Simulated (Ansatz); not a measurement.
A relaxation computed with Ansatz, from input to last step.

```yaml
crystal:
  lattice:
    - [3.213438898, 0.0, 0.0]
    - [0.0, 3.213438898, 0.0]
    - [0.0, 0.0, 3.1126251286]
  atoms:
    - { symbol: Mo, position: [0.0, 0.0, 0.0] }
    - { symbol: Mo, position: [0.5, 0.5, 0.5] }
basis:
  ecutwfc: 500
kpoints:
  mp_grid: { grid: [16, 16, 16] }
hamiltonian:
  xc: r2scan
scf:
  occupations: { method: gaussian, width: 0.1 }
output:
  forces: true
  stress: true
  eigenvalues: true
relax:
  adjacent_minimum: "off"
  f_tol: 0.008
  max_steps: 40
  cell: { stress_tol: 0.015, fix: [a, b, gamma] }
```

```bash
ansatz run input.yaml --threads 1 --pin off --max-ram 2560MiB --backend cpu --events-out ev --progress --plain --runs-dir out
```

Computed with DFT r2SCAN, scalar-relativistic, plane waves, PAW (Ansatz).

Of 4 frames 3 are shown, positions in Å and forces in eV/Å; the SCF threshold varies from step to step. Steps run on the plane waves of an earlier cell, with a Pulay correction in the pressure. The basis is chosen afresh for the last frame, the zero of the energies, and at times for earlier ones too; energy and pressure step there, also at an unchanged geometry. The mark taken_back stands on steps that the optimiser undid.

```xyz
2
Lattice="3.2134 0.0000 0.0000 0.0000 3.2134 0.0000 0.0000 0.0000 3.1126" Properties=species:S:1:pos:R:3:forces:R:3 pbc="T T T" step=1 free_energy_over_end_meV_per_atom=0.02 pressure_GPa=-6.88
Mo    0.0000    0.0000    0.0000    0.0000    0.0000    0.0000
Mo    1.6067    1.6067    1.5563    0.0000    0.0000    0.0000
2
Lattice="3.2134 0.0000 0.0000 0.0000 3.2134 0.0000 0.0000 0.0000 3.1031" Properties=species:S:1:pos:R:3:forces:R:3 pbc="T T T" step=2 free_energy_over_end_meV_per_atom=0.10 pressure_GPa=-6.09 taken_back
Mo    0.0000    0.0000    0.0000    0.0000    0.0000    0.0000
Mo    1.6067    1.6067    1.5515    0.0000    0.0000    0.0000
2
Lattice="3.2134 0.0000 0.0000 0.0000 3.2134 0.0000 0.0000 0.0000 3.1101" Properties=species:S:1:pos:R:3:forces:R:3 pbc="T T T" step=4 free_energy_over_end_meV_per_atom=0.00 pressure_GPa=-6.67
Mo    0.0000    0.0000    0.0000    0.0000    0.0000    0.0000
Mo    1.6067    1.6067    1.5550    0.0000    0.0000    0.0000
```

The run took 3.2 min on 1 thread of Intel(R) Xeon(R) Processor @ 2.50GHz (Skylake/Cascade Lake), with other jobs on the host, peak memory 0.66 GiB.